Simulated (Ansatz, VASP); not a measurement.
## GaSb in VASP and in Ansatz

POSCAR

```
GaSb
1.0
    0.0000000000      3.0658788003      3.0658788003
    3.0658788003      0.0000000000      3.0658788003
    3.0658788003      3.0658788003      0.0000000000
Ga Sb
1 1
Direct
    0.0000000000      0.0000000000      0.0000000000
    0.2500000000      0.2500000000      0.2500000000
```

File INCAR.step1:

```
PREC = Accurate
ENCUT = 520
ISMEAR = -1
SIGMA = 0.02
LREAL = F
LASPH = T
NELM = 100
NBANDS = 16
GGA = PE
ALGO = Normal
EDIFF = 1E-4
LWAVE = T
LCHARG = F
```

Contents of INCAR.step2:

```
PREC = Accurate
ENCUT = 520
EDIFF = 1E-6
ISMEAR = -1
SIGMA = 0.02
LREAL = F
LASPH = T
NELM = 100
ALGO = Normal
ISIF = 2
LWAVE = F
LCHARG = F
METAGGA = R2SCAN
LMIXTAU = T
NBANDS = 16
ISTART = 1
```

File KPOINTS:

```
Automatic mesh
0
Gamma
  8 8 8
```

Input for Ansatz:

```yaml
crystal:
  lattice:
    - [0.0, 3.0658788003, 3.0658788003]
    - [3.0658788003, 0.0, 3.0658788003]
    - [3.0658788003, 3.0658788003, 0.0]
  atoms:
    - { symbol: Ga, position: [0.0, 0.0, 0.0] }
    - { symbol: Sb, position: [0.25, 0.25, 0.25] }
kpoints:
  mp_grid: { grid: [8, 8, 8] }
  band_path:
    path:
      - [0.0, 0.0, 0.0]
      - [-0.5, -0.5, 0.0]
      - [-0.375, -0.375, 0.25]
      - [-0.375, 0.0, 0.375]
      - [0.0, 0.0, 0.5]
      - [-0.5, -0.25, 0.25]
    npoints: 1
hamiltonian:
  xc: r2scan
scf:
  occupations: { method: fermi_dirac, width: 0.02 }
  n_extra_bands: 4
output:
  forces: true
  stress: true
  eigenvalues: true
  write_density: true
  write_potential: true
  elf: true
  volumetric_format: npy
```

Alike in both runs: task single point; functional r2SCAN; k mesh 8 × 8 × 8; occupations fermi-dirac, width 0.02 eV; no spin polarisation.

|  | VASP | Ansatz |
| --- | --- | --- |
| version | VASP 6.6.1 | Ansatz 0.2.0 |
| potentials or method | VASP PAW PBE potentials, release 64 (Ga_d, Sb) | plane waves, PAW |
| plane-wave cutoff (eV) | 520 | 500 |
| valence electrons in the cell | 18 | 28 |

|  | VASP | Ansatz | Ansatz less VASP |
| --- | --- | --- | --- |
| pressure (GPa) | 0.1 | 0.0 | -0.09 |

The functional is the same, so the differences come from potentials, cutoffs and numerics. The two sets of potentials don't hold the same shells in valence.

Caveats: the PAW data sets were made with another functional, which shifts forces and pressure a little (VASP); spin-orbit coupling is left out, which moves the levels of the heavy elements.
